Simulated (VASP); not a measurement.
# Sn (Fd-3m) in VASP: settings compared, part 2 of 2

VASP 6.6.1. The steps go on from the part before.

## 3. Phonon dispersion, PBE

This run uses another cell than the first one: it holds 16 atoms, not 2.

The input, INCAR:

```
ALGO = Normal ; EDIFF = 1E-7
ENCUT = 520 ; GGA = PE
IBRION = 6 ; ISIF = 2
ISMEAR = 0 ; LASPH = True
LCHARG = False ; LPHON_DISPERSION = True
LREAL = Auto ; LWAVE = False
NELM = 80 ; NFREE = 2
NSW = 1 ; PHON_NWRITE = -3
POTIM = 0.015 ; PREC = Accurate
SIGMA = 0.03
```

The input, KPOINTS:

```
k-points
0
Gamma
  2 2 2
```

The input, POSCAR:

```
Sn
1.0
    0.0000000000      6.4666856000      6.4666856000
    6.4666856000      0.0000000000      6.4666856000
    6.4666856000      6.4666856000      0.0000000000
Sn
16
Direct
    0.0000000000      0.0000000000      0.0000000000
    0.0000000000      0.0000000000      0.5000000000
    0.0000000000      0.5000000000      0.0000000000
    0.0000000000      0.5000000000      0.5000000000
    0.5000000000      0.0000000000      0.0000000000
    0.5000000000      0.0000000000      0.5000000000
    0.5000000000      0.5000000000      0.0000000000
    0.5000000000      0.5000000000      0.5000000000
    0.1250000000      0.1250000000      0.1250000000
    0.1250000000      0.1250000000      0.6250000000
    0.1250000000      0.6250000000      0.1250000000
    0.1250000000      0.6250000000      0.6250000000
    0.6250000000      0.1250000000      0.1250000000
    0.6250000000      0.1250000000      0.6250000000
    0.6250000000      0.6250000000      0.1250000000
    0.6250000000      0.6250000000      0.6250000000
```

The input, QPOINTS:

```
path GXWKGLUWLK,UX
8
line-mode
reciprocal
 0.0000000000  0.0000000000  0.0000000000  G
 0.5000000000  0.0000000000  0.5000000000  X

 0.5000000000  0.0000000000  0.5000000000  X
 0.5000000000  0.2500000000  0.7500000000  W

 0.5000000000  0.2500000000  0.7500000000  W
 0.3750000000  0.3750000000  0.7500000000  K

 0.3750000000  0.3750000000  0.7500000000  K
 0.0000000000  0.0000000000  0.0000000000  G

 0.0000000000  0.0000000000  0.0000000000  G
 0.5000000000  0.5000000000  0.5000000000  L

 0.5000000000  0.5000000000  0.5000000000  L
 0.6250000000  0.2500000000  0.6250000000  U

 0.6250000000  0.2500000000  0.6250000000  U
 0.5000000000  0.2500000000  0.7500000000  W

 0.5000000000  0.2500000000  0.7500000000  W
 0.5000000000  0.5000000000  0.5000000000  L

 0.5000000000  0.5000000000  0.5000000000  L
 0.3750000000  0.3750000000  0.7500000000  K

 0.6250000000  0.2500000000  0.6250000000  U
 0.5000000000  0.0000000000  0.5000000000  X
```

Potentials or basis: VASP PAW PBE potentials, release 64 (Sn_d).

Launch:

```console
cat potpaw_PBE.64/Sn_d/POTCAR > POTCAR
mpirun -np 4 vasp_std > vasp.out
```

OUTCAR:

```text
EDIFF = 1E-7
   ENCUT = 520
   GGA = PE
   IBRION = 6
   ISIF = 2
   ISMEAR = 0
   LASPH = True
   LREAL = Auto
   NELM = 80
   NFREE = 2
   NSW = 1
   POTIM = 0.015
   PREC = Accurate

 ion  position               nearest neighbor table
   1  0.000  0.000  0.000-   9 2.80  10 2.80  11 2.80  13 2.80
   2  0.000  0.000  0.500-   9 2.80  10 2.80  12 2.80  14 2.80
   3  0.000  0.500  0.000-   9 2.80  11 2.80  12 2.80  15 2.80
   4  0.000  0.500  0.500-  10 2.80  11 2.80  12 2.80  16 2.80
   5  0.500  0.000  0.000-   9 2.80  13 2.80  14 2.80  15 2.80
   6  0.500  0.000  0.500-  10 2.80  13 2.80  14 2.80  16 2.80
[... 8 lines left out ...]
  15  0.625  0.625  0.125-   3 2.80   5 2.80   7 2.80   8 2.80
  16  0.625  0.625  0.625-   4 2.80   6 2.80   7 2.80   8 2.80
[... 6 lines left out ...]
 A1 = (   0.0000000000,   6.4666856000,   6.4666856000)
 A2 = (   6.4666856000,   0.0000000000,   6.4666856000)
 A3 = (   6.4666856000,   6.4666856000,   0.0000000000)

Analysis of symmetry for initial positions (statically):
=====================================================================
 Subroutine PRICEL returns following result:

  LATTYP: Found a face centered cubic cell.
 ALAT       =     6.4666856000

  Lattice vectors:

 A1 = (   0.0000000000,   3.2333428000,   3.2333428000)
 A2 = (   3.2333428000,   0.0000000000,   3.2333428000)
 A3 = (   3.2333428000,   3.2333428000,   0.0000000000)

   8 primitive cells build up your supercell.

 Routine SETGRP: Setting up the symmetry group for a
 face centered cubic supercell.

 Subroutine GETGRP returns: Found 48 space group operations
 (whereof 24 operations were pure point group operations)
 out of a pool of 48 trial point group operations.

[... 276 lines left out ...]
      2     -15.9606      2.00000
      3     -15.9603      2.00000
      4     -15.9600      2.00000
      5     -15.9597      2.00000
      6     -15.9575      2.00000
[... 624 lines left out ...]
    123       9.2317      0.00000
    124       9.2367      0.00000
 [bands above 124 left out]

------------------------ aborting loop because EDIFF is reached ----------------------------------------

  FORCE on cell =-STRESS in cart. coord.  units (eV):
  Direction    XX          YY          ZZ          XY          YZ          ZX
  --------------------------------------------------------------------------------------
  -------------------------------------------------------------------------------------
  Total       15.0739931     15.0728853     15.0728853      0.0000000     -0.2585710      0.0000000
  in kB       44.6543384     44.6510567     44.6510567      0.0000000     -0.7659761      0.0000000
  external PRESSURE =      44.6521506 kB  Pullay stress =       0.0000000 kB
[... 31 lines left out ...]
  FREE ENERGIE OF THE ION-ELECTRON SYSTEM (eV)
  ---------------------------------------------------
  free  energy   TOTEN  =       -59.4449713679 eV

  energy  without entropy=      -59.4365294872  energy(sigma->0) =      -59.44075043

 INTERNAL STRAIN TENSORS FROM DISPLACED ATOMS
 ============================================

 INTERNAL STRAIN TENSOR FOR ION    1 for displacements in x,y,z  (eV/Angst):
          X           Y           Z          XY          YZ          ZX
  --------------------------------------------------------------------------------
  x    -0.00000     0.00000     0.00000     0.00000    17.24469    -0.00000
  y    -0.00000    -0.00000    -0.00000    -0.00000     0.00000    17.24469
  z    -0.00000    -0.00000    -0.00000    17.24469    -0.00000     0.00000
[... 8 lines left out ...]
 INTERNAL STRAIN TENSOR FOR ION   16 for displacements in x,y,z  (eV/Angst):
          X           Y           Z          XY          YZ          ZX
  --------------------------------------------------------------------------------
  x     0.00000    -0.00000    -0.00000    -0.00000   -17.24469     0.00000
  y     0.00000     0.00000     0.00000     0.00000    -0.00000   -17.24469
  z     0.00000     0.00000     0.00000   -17.24469     0.00000    -0.00000

 Eigenvectors and eigenvalues of the dynamical matrix
   1 f  =    5.753239 THz    36.148666 2PiTHz  191.907390 cm-1    23.793473 meV
   2 f  =    5.753239 THz    36.148666 2PiTHz  191.907390 cm-1    23.793473 meV
   3 f  =    5.753239 THz    36.148666 2PiTHz  191.907390 cm-1    23.793473 meV
   4 f  =    5.753239 THz    36.148666 2PiTHz  191.907390 cm-1    23.793473 meV
   5 f  =    5.753239 THz    36.148666 2PiTHz  191.907390 cm-1    23.793473 meV
   6 f  =    5.753239 THz    36.148666 2PiTHz  191.907390 cm-1    23.793473 meV
[... 37 lines left out ...]
  44 f  =    1.082692 THz     6.802752 2PiTHz   36.114706 cm-1     4.477651 meV
  45 f  =    1.082692 THz     6.802752 2PiTHz   36.114706 cm-1     4.477651 meV
  46 f/i=    0.000000 THz     0.000001 2PiTHz    0.000004 cm-1     0.000001 meV
  47 f/i=    0.000000 THz     0.000001 2PiTHz    0.000005 cm-1     0.000001 meV
  48 f/i=    0.000000 THz     0.000001 2PiTHz    0.000006 cm-1     0.000001 meV

 ELASTIC MODULI CONTR FROM IONIC RELAXATION (kBar)
 Direction    XX          YY          ZZ          XY          YZ          ZX
 --------------------------------------------------------------------------------
 XX          -0.0000     -0.0000     -0.0000      0.0000      0.0000      0.0000
 YY          -0.0000     -0.0000     -0.0000      0.0000     -0.0000      0.0000
 ZZ          -0.0000     -0.0000     -0.0000      0.0000     -0.0000      0.0000
 XY           0.0000      0.0000      0.0000  -1133.6316     -0.0000     -0.0000
 YZ           0.0000     -0.0000     -0.0000     -0.0000  -1133.6316     -0.0000
 ZX           0.0000      0.0000      0.0000     -0.0000     -0.0000  -1133.6316
 --------------------------------------------------------------------------------
[... 633 lines left out ...]
 q-point No.           q_x           q_y           q_z  q-path length
          80      0.500000      0.000000      0.500000       0.992656
  frequencies
   [THz]           1.346497      1.346497      4.576991      4.576991      5.753239      5.753239
   [2Pi THz]       8.460288      8.460288     28.758080     28.758080     36.148665     36.148665
   [cm-1]         44.914296     44.914296    152.671974    152.671974    191.907390    191.907390
   [meV]           5.568660      5.568660     18.928904     18.928904     23.793473     23.793473
```

OSZICAR:

```text
N       E                     dE             d eps       ncg     rms          rms(c)
DAV:   1     0.291964693813E+04    0.29196E+04   -0.10344E+05   832   0.244E+03
DAV:   2     0.523701448567E+03   -0.23959E+04   -0.23491E+04   816   0.700E+02
DAV:   3    -0.690157183900E+01   -0.53060E+03   -0.50580E+03   856   0.256E+02
[... 27 lines left out ...]
DAV:   4    -0.594449667249E+02   -0.44970E-04   -0.47995E-04  1560   0.128E-01    0.660E-02
DAV:   5    -0.594449682284E+02   -0.15035E-05   -0.80824E-05  1560   0.110E-01    0.921E-03
DAV:   6    -0.594449712403E+02   -0.30119E-05   -0.32244E-05  1888   0.321E-02    0.627E-03
DAV:   7    -0.594449715553E+02   -0.31503E-06   -0.44056E-06  1664   0.114E-02    0.516E-03
DAV:   8    -0.594449713560E+02    0.19934E-06   -0.47010E-07  1544   0.160E-02    0.225E-03
DAV:   9    -0.594449713679E+02   -0.11940E-07   -0.18462E-07  1040   0.371E-03
   3 F= -.59444971E+02 E0= -.59440750E+02  d E =-.844188E-02
```

Wall time 9.1 min (4 MPI ranks of Intel Xeon Platinum 8488C (Sapphire Rapids), shared host); peak memory 0.34 GiB.

Results:

- Highest phonon frequency: 193 cm⁻¹

Phonon frequencies in cm⁻¹ (negative: imaginary):
```
              q point            frequencies
(0.000, 0.000, 0.000)      0 0 0 169 169 169
(0.500, 0.000, 0.500)  45 45 153 153 192 192
(0.500, 0.214, 0.714)  63 63 147 147 193 193
(0.411, 0.339, 0.750)  48 69 142 153 193 193
(0.161, 0.161, 0.321)   31 33 73 174 181 182
(0.214, 0.214, 0.214)   22 22 63 174 178 178
(0.536, 0.429, 0.536)  38 46 129 161 192 192
(0.607, 0.250, 0.643)  46 69 142 153 193 193
(0.500, 0.250, 0.750)  63 63 147 147 193 193
(0.500, 0.500, 0.500)  36 36 129 161 192 192
(0.393, 0.393, 0.714)  45 71 137 156 193 193
(0.536, 0.071, 0.536)  45 49 152 152 192 192
```

Phonon frequencies at the corners of the path (cm⁻¹, interpolated; i marks imaginary ones):
```csv
point,frequencies
Γ,0 0 0 169 169 169
X,45 45 153 153 192 192
W,63 63 147 147 193 193
K,45 69 142 153 193 193
L,36 36 129 161 192 192
U,45 69 142 153 193 193
```

Caveat: the k mesh is coarse (spacing up to 0.42 Å⁻¹), so the values aren't converged.

## 4. Phonons, r2SCAN

This run uses another cell than the first one, of 35.38 Å³/atom, 1.013 times its volume.

The input, POSCAR:

```
Sn
1.0
    0.0000000000      3.2829194365      3.2829194365
    3.2829194365      0.0000000000      3.2829194365
    3.2829194365      3.2829194365      0.0000000000
  Sn
     2
Direct
     0.0000000000000000    0.0000000000000000    0.0000000000000000
     0.2500000000000000    0.2500000000000000    0.2500000000000000
```

The input, INCAR.step1:

```
PREC = Accurate
ENCUT = 600
EDIFF = 1E-8
ISMEAR = 0
SIGMA = 0.03
LREAL = F
LASPH = T
NELM = 80
ALGO = Normal
ISIF = 3
LWAVE = F
LCHARG = F
METAGGA = R2SCAN
LMIXTAU = T
IBRION = 2
NSW = 40
EDIFFG = -0.002
```

The input, INCAR.step2:

```
PREC = Accurate
ENCUT = 600
EDIFF = 1E-8
ISMEAR = 0
SIGMA = 0.03
LREAL = F
LASPH = T
NELM = 80
ALGO = Normal
ISIF = 2
LWAVE = F
LCHARG = F
METAGGA = R2SCAN
LMIXTAU = T
IBRION = 6
NFREE = 2
POTIM = 0.015
NSW = 1
```

The input, KPOINTS:

```
regular mesh
0
Gamma
  10 10 10
```

Potentials or basis: VASP PAW PBE potentials, release 64 (Sn_d).

Launch:

```console
cat potpaw_PBE.64/Sn_d/POTCAR > POTCAR
cp INCAR.step1 INCAR
mpirun -np 1 vasp_std > vasp.out
cp CONTCAR POSCAR
cp INCAR.step2 INCAR
mpirun -np 1 vasp_std > vasp.out
```

OUTCAR:

```text
PREC = Accurate
   ENCUT = 600
   EDIFF = 1E-8
   ISMEAR = 0
   LREAL = F
   LASPH = T
   NELM = 80
   ISIF = 2
   METAGGA = R2SCAN
   IBRION = 6
   NFREE = 2
   POTIM = 0.015
   NSW = 1

 ion  position               nearest neighbor table
   1  0.000  0.000  0.000-   2 2.84   2 2.84   2 2.84   2 2.84
   2  0.250  0.250  0.250-   1 2.84   1 2.84   1 2.84   1 2.84

  LATTYP: Found a face centered cubic cell.
 ALAT       =     6.5665161906
[... 820 lines left out ...]
  x     0.00000    -0.00000    -0.00000     0.00000     8.14278     0.00000
  y     0.00000    -0.00000     0.00000     0.00000     0.00000     8.14278
  z    -0.00000    -0.00000     0.00000     8.14278     0.00000     0.00000

 INTERNAL STRAIN TENSOR FOR ION    2 for displacements in x,y,z  (eV/Angst):
          X           Y           Z          XY          YZ          ZX
  --------------------------------------------------------------------------------
  x    -0.00000     0.00000     0.00000     0.00000    -8.14278     0.00000
  y    -0.00000     0.00000    -0.00000     0.00000     0.00000    -8.14278
  z     0.00000     0.00000    -0.00000    -8.14278     0.00000     0.00000

 Eigenvectors and eigenvalues of the dynamical matrix
 ----------------------------------------------------

   1 f  =    5.611824 THz    35.260129 2PiTHz  187.190291 cm-1    23.208628 meV
             X         Y         Z           dx          dy          dz
      0.000000  0.000000  0.000000     0.000000   -0.707107    0.000000
      1.641629  1.641629  1.641629     0.000000    0.707107    0.000000
[... 21 lines left out ...]
   6 f  =    0.000000 THz     0.000000 2PiTHz    0.000000 cm-1     0.000000 meV
             X         Y         Z           dx          dy          dz
      0.000000  0.000000  0.000000     0.000000    0.000000    0.707107
      1.641629  1.641629  1.641629     0.000000    0.000000    0.707107

 ELASTIC MODULI CONTR FROM IONIC RELAXATION (kBar)
 Direction    XX          YY          ZZ          XY          YZ          ZX
 --------------------------------------------------------------------------------
 XX          -0.0000      0.0000      0.0000      0.0000     -0.0000     -0.0000
 YY           0.0000     -0.0000      0.0000      0.0000      0.0000      0.0000
 ZZ           0.0000      0.0000     -0.0000     -0.0000      0.0000     -0.0000
 XY           0.0000      0.0000     -0.0000   -196.2217      0.0000      0.0000
 YZ          -0.0000      0.0000      0.0000      0.0000   -196.2217      0.0000
 ZX          -0.0000      0.0000     -0.0000      0.0000      0.0000   -196.2217
 --------------------------------------------------------------------------------
```

OSZICAR.step1:

```text
N       E                     dE             d eps       ncg     rms          rms(c)
DAV:   1     0.173802855422E+03    0.17380E+03   -0.16684E+04  1692   0.245E+03
DAV:   2    -0.323214775543E+02   -0.20612E+03   -0.20370E+03  1692   0.477E+02
DAV:   3    -0.529970013071E+02   -0.20676E+02   -0.20513E+02  1880   0.155E+02
[... 24 lines left out ...]
DAV:   3    -0.494958301055E+02    0.62732E-05   -0.15949E-05  2188   0.674E-02    0.216E-03
DAV:   4    -0.494958280482E+02    0.20574E-05   -0.18636E-06  1692   0.141E-02    0.480E-04
DAV:   5    -0.494958288499E+02   -0.80175E-06   -0.48960E-07  1692   0.684E-03    0.288E-04
DAV:   6    -0.494958286184E+02    0.23151E-06   -0.16668E-07  1692   0.426E-03    0.318E-04
DAV:   7    -0.494958286804E+02   -0.62029E-07   -0.50208E-08  1316   0.229E-03    0.109E-04
DAV:   8    -0.494958286765E+02    0.39327E-08   -0.30481E-08  1316   0.177E-03
   2 F= -.49495829E+02 E0= -.49495803E+02  d E =0.129947E-06
```

Wall time 20 min (1 thread of Intel Xeon 6975P-C (Granite Rapids), shared host); peak memory 0.55 GiB.

Results:

```yaml
Highest_phonon_frequency_at_Γ: 187 cm⁻¹
```

Phonon frequencies in cm⁻¹ (negative: imaginary):
```
              q point        frequencies
(0.000, 0.000, 0.000)  0 0 0 187 187 187
```

Caveat: the PAW data sets were made with another functional, which shifts forces and pressure a little.
